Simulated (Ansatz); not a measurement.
**TaAs, a known structure type with other elements, at an estimated volume**

```
CELL_PARAMETERS angstrom
6.34101 0.00000 0.00000
0.00000 5.72124 0.00000
0.00000 0.00000 3.54784
ATOMIC_POSITIONS crystal
Ta 0.19000 0.01000 0.25000
Ta 0.81000 0.99000 0.75000
Ta 0.69000 0.49000 0.75000
Ta 0.31000 0.51000 0.25000
As 0.58000 0.20000 0.25000
As 0.42000 0.80000 0.75000
As 0.08000 0.30000 0.75000
As 0.92000 0.70000 0.25000
```

Single point in Ansatz 0.2.0 with PBE, no spin polarisation. Cutoff 420 eV, PAW datasets, 6×6×10 Γ-centred k mesh, fermi-dirac filling (width 0.0173 eV).

Task: What do density and ELF say about some of the short contacts?

Result: Ta–As at 2.47 Å: least valence density 0.50 e/Å³ and ELF 0.31 there. These are pseudo-fields; inside the PAW spheres they differ from the all-electron ones.

Task: Metal or insulator?

Result: It is a metal, with about 3 states/eV a cell as the mean within 0.25 eV of the Fermi level, mostly Ta d (79 %) and As p (13 %).

Task: Where is the largest force?

Result: The largest is on As5 (and as large on other atoms): 1.31 eV/Å, components (-0.13, -1.31, 0.00). It makes 131° with the line to a nearest neighbour, Ta4 at 2.47 Å.

Task: What does the stress say?

Result: The pressure is 27.0 GPa (compression positive), so with the atoms held at these fractions the cell would first expand; the forces are large, so a full relaxation may end otherwise. The principal stresses 17.9, 24.2, 39.0 GPa differ, so its shape would change too.

Task: What is the formation energy?

Result: -0.28 eV an atom against the elements' usual phases (free molecules for gases, crystals otherwise, with no correction for O₂ or N₂), so it is bound against them; other compounds may still compete. Relaxing would lower it.

Task: Give the Bader charges.

Result: Bader charges in e: Ta +1.06, As -1.06. In the mean Ta gives up most and As takes most.

Origin: a known structure type with other elements, at an estimated volume, so it need not be a known compound. Caveats: atoms or cell far from equilibrium.
